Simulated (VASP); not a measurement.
Computed with exact exchange on PBE orbitals, VASP's PBE PAW potentials (set 64) (plane waves; VASP).

The input files of a VASP run:

**KPOINTS**
```
K-points
0
Gamma
4 4 4
```

### POSCAR
```
InN
1
    0.0000000000     2.4217460000     2.4217460000
    2.4217460000     0.0000000000     2.4217460000
    2.4217460000     2.4217460000     0.0000000000
In N
1 1
Direct
  0.0000000000   0.0000000000   0.0000000000
  0.2500000000   0.2500000000   0.2500000000
```

### INCAR
```
SYSTEM = InN
PREC = Normal
ENCUT = 500
EDIFF = 1E-8
NELM = 1
ALGO = Eigenval
LREAL = .FALSE.
LASPH = .TRUE.
ISMEAR = 0
SIGMA = 0.01
GGA = PE
LWAVE = .FALSE.
LCHARG = .FALSE.
AEXX = 1.0
ALDAC = 0.0
AGGAC = 0.0
LHFCALC = .TRUE.
PRECFOCK = Normal
ISYM = 3
```

POTCAR, in this order: In_d_GW N_GW_new (PBE.64 set). Program: vasp_std. Read from the step before: WAVECAR.

The resulting files:

OSZICAR:
```
       N       E                     dE             d eps       ncg     rms          rms(c)
EIG:   1    -0.206402927653E+02   -0.20640E+02    0.00000E+00     0   0.000E+00
   1 F= -.20640293E+02 E0= -.20640172E+02  d E =-.241033E-03
```

OUTCAR:
```
------------------------ aborting loop because EDIFF is reached ----------------------------------------
  volume of cell :       28.41
      direct lattice vectors                 reciprocal lattice vectors
     0.000000000  2.421746000  2.421746000    -0.206462610  0.206462610  0.206462610
     2.421746000  0.000000000  2.421746000     0.206462610 -0.206462610  0.206462610
     2.421746000  2.421746000  0.000000000     0.206462610  0.206462610 -0.206462610
 POSITION                                       TOTAL-FORCE (eV/Angst)
 -----------------------------------------------------------------------------------
      0.00000      0.00000      0.00000         0.000000      0.000000      0.000000
      1.21087      1.21087      1.21087        -0.000000     -0.000000     -0.000000
 -----------------------------------------------------------------------------------
    total drift:                                0.000401      0.000465      0.000441
  FREE ENERGIE OF THE ION-ELECTRON SYSTEM (eV)
  ---------------------------------------------------
  free  energy   TOTEN  =       -20.6402927653 eV

  energy  without entropy=      -20.6400517320  energy(sigma->0) =      -20.64017225

  exchange ACFDT corr.  =        -0.03674300  see jH, gK, PRB 81, 115126
```
(Selected blocks of OUTCAR.)

The mesh is coarse, so the correlation energy is not converged in k-points.

The compound is InN in the zinc blende structure, a metastable form; wurtzite is the usual one. This cell is one point of a volume scan, at 0.92 of the reference volume. The k-mesh is coarse (spacing up to 0.56 per Å, 2π included), so the numbers may not be converged in it.
